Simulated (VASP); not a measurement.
Write the native input for VASP 6.6.1 that does the following.

- Task: single point
- Functional: PBE
- Potentials or basis: VASP PAW PBE potentials, release 64 (N, B)
- Cutoff: 520 eV
- k mesh: 13 × 13 × 13
- Occupations: gaussian, width 0.025 eV
- Spin: no spin polarisation
- Further INCAR settings: ALGO = Normal; EDIFF = 1e-07

The structure of BN lies in POSCAR:

```
BN
1.0
    0.0000000000      1.8130010000      1.8130010000
    1.8130010000      0.0000000000      1.8130010000
    1.8130010000      1.8130010000      0.0000000000
N B
1 1
Direct
    0.2500000000      0.2500000000      0.2500000000
    0.0000000000      0.0000000000      0.0000000000
```

The cell is a database's computed one.

One way to write it, as run:

INCAR

```
SYSTEM = BN
  PREC = Accurate
  ENCUT = 520
  EDIFF = 1E-7
  ISMEAR = 0
  SIGMA = 0.025
  LREAL = .FALSE.
  LASPH = .TRUE.
  NELM = 100
  ALGO = Normal
  ISIF = 2
  LWAVE = .FALSE.
  LCHARG = .FALSE.
  GGA = PE
```

KPOINTS

```
regular mesh
0
G
  13 13 13
  0 0 0
```

Potentials or basis: VASP PAW PBE potentials, release 64 (N, B).

Run with:

```console
$ cat potpaw_PBE.64/N/POTCAR potpaw_PBE.64/B/POTCAR > POTCAR
$ mpirun -np 1 vasp_std > vasp.out
```

It gave:

```
Pressure               : -0.2 GPa
Band gap on the k mesh : 4.52 eV, indirect (least direct gap 8.78 eV)
```

Caveat: an odd mesh through Γ misses points on the zone boundary, where band edges often lie.

Run time: 3.8 s on 1 thread of Intel(R) Xeon(R) 6975P-C (Granite Rapids), on a shared host, peak memory 0.12 GiB.
